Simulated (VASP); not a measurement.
A run of VASP 6.6.1:

The input INCAR:

```
  ALGO = Fast
  EDIFF = 1E-7
  EDIFFG = -0.004
  ENCUT = 600
  GGA = PE
  IBRION = 2
  ISIF = 3
  ISMEAR = 0
  IVDW = 12
  LASPH = T
  LCHARG = F
  LREAL = F
  LWAVE = F
  NELM = 60
  NSW = 80
  PREC = Accurate
  SIGMA = 0.02
```

Contents of KPOINTS:

```
k-points
0
Gamma
  9 9 6
```

The input POSCAR:

```
TiSe2
1.0
    3.5360000000      0.0000000000      0.0000000000
   -1.7680000000      3.0622658300      0.0000000000
    0.0000000000      0.0000000000      6.0040000000
Ti Se
1 2
Direct
    0.0000000000      0.0000000000      0.0000000000
    0.3333333300      0.6666666700      0.2552000000
    0.6666666700      0.3333333300      0.7448000000
```

Potentials or basis: VASP PAW PBE potentials, release 64 (Ti_sv, Se).

Launch:

```sh
$ cat potpaw_PBE.64/Ti_sv/POTCAR potpaw_PBE.64/Se/POTCAR > POTCAR
$ mpirun -np 1 vasp_std > vasp.out
```

Hardware: 1 thread of Intel(R) Xeon(R) Platinum 8488C (Sapphire Rapids) (shared host).

**Question.** Estimate the wall time of this run.

**Answer.** Wall time 10 min on 1 thread of Intel(R) Xeon(R) Platinum 8488C (Sapphire Rapids) (shared host), peak memory 0.27 GiB. Counts: scf iterations 209, k points 62, ion steps 11.
